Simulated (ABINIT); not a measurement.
Runs of ABINIT 10.8.3 (patched build) on ZrSe2. The structure is trigonal, space group P-3m1 (No. 164). The conventional cell has a = 3.798 Å, b = 3.798 Å, c = 6.192 Å, α = 90.00°, β = 90.00°, γ = 120.00°. Around Zr (site symmetry -3m) lie 6 Se at 2.68 Å. Se (site symmetry 3m) is surrounded by 3 Zr at 2.68 Å. 

```csv
task,level,potentials or basis,spin,k mesh,cutoff (eV),smearing,most SCF steps,fine-grid cutoff,gap on the mesh (eV),pressure (GPa),largest force (eV/Å)
single point,HSE06,SG15 NC PBE v1.2,off,6 × 6 × 4,599,fixed,60,-,(b),-,0.14
band structure,PBE,JTH PAW PBE v2.0,"SOC, no magnetisation",8 × 8 × 5,463,fermi-dirac 0.05 eV,-,925.187 eV,0.28,1.9,0.28
single point,PBE,SG15 NC PBE v1.2,off,6 × 6 × 4,599,fixed,-,-,0.35,-,0.29
band structure,PBE,JTH PAW PBE v2.0,off,8 × 8 × 5,463,fermi-dirac 0.05 eV,-,925.187 eV,(a),1.9,0.28
```

Alike in all rows: cell as given.

Question: Estimate the missing entries.

Answer: (a) 0.41; (b) 1.00.

Caveats: this functional lacks dispersion, which binds the layers, so the pressure and a relaxed spacing across them are unreliable; Libxc's HSE differs a little from that of other programs (some runs); the potentials were made for another functional, which shifts forces and pressure (some runs).

A k mesh can miss the band edges, and rows without SOC leave out spin-orbit coupling on Se, Zr.
